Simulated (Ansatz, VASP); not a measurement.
**One calculation of Sb, two programs**

INCAR

```
PREC = Accurate ; ENCUT = 520
EDIFF = 1E-7 ; ISMEAR = -1
SIGMA = 0.05 ; LREAL = F
LASPH = T ; NELM = 100
ALGO = Normal ; ISIF = 2
LWAVE = F ; LCHARG = F
GGA = PS ; NBANDS = 8
```

KPOINTS

```
regular mesh
0
Gamma
  12 12 12
```

File POSCAR:

```
Sb
1.0
    0.0000000000      2.2819500000      2.3050000000
    2.2819500000      0.0000000000      2.3050000000
    2.2819500000      2.2819500000      0.0000000000
Sb
1
Direct
    0.0000000000      0.0000000000      0.0000000000
```

Input for Ansatz:

```yaml
crystal:
  lattice:
    - [0.0, 2.28195, 2.305]
    - [2.28195, 0.0, 2.305]
    - [2.28195, 2.28195, 0.0]
  atoms:
    - { symbol: Sb, position: [0.0, 0.0, 0.0] }
kpoints:
  mp_grid: { grid: [12, 12, 12] }
  band_path:
    path:
      - [0.0, 0.0, 0.0]
      - [0.0, 0.5, 0.5]
      - [0.25, 0.75, 0.5]
      - [0.0, 0.5, 0.0]
      - [0.0, 0.0, 0.0]
      - [0.5, 0.5, 0.0]
      - [0.3725125, 0.6274875, 0.0]
      - [-0.3725125, 0.3725125, 0.0]
      - [0.0, 0.0, 0.0]
    npoints: 5
scf:
  occupations: { method: fermi_dirac, width: 0.05 }
hamiltonian:
  xc: pbesol
  pseudopotentials: { kind: all_electron, lapw: { basis_error: 0.001 } }
output:
  forces: true
  stress: true
  eigenvalues: true
```

Change from the starting cell: equal xx and yy strain of -1 %.

Alike in both runs: task single point; functional PBEsol; k mesh 12 × 12 × 12; occupations fermi-dirac, width 0.05 eV; no spin polarisation.

|  | VASP | Ansatz |
| --- | --- | --- |
| version | VASP 6.6.1 | Ansatz 0.2.0 |
| potentials or method | VASP PAW PBE potentials, release 64 (Sb) | all-electron LAPW, scalar-relativistic |
| plane-wave cutoff (eV) | 520 | see its input |

Ansatz gave:

| Quantity | Value |
| --- | --- |
| pressure (GPa) | 7.0 |
| largest component of the traceless stress (GPa) | 0.04 |

Question: What did VASP give for the same quantities?

Answer: Pressure (GPa): 7.1; largest component of the traceless stress (GPa): 0.06.

Ansatz ran all-electron here, so the differences hold the error of VASP's frozen core and of both bases.

Caveats: the PAW data sets were made with another functional, which shifts forces and pressure a little (VASP). The runs have no spin-orbit coupling, so splittings on Sb are missing.
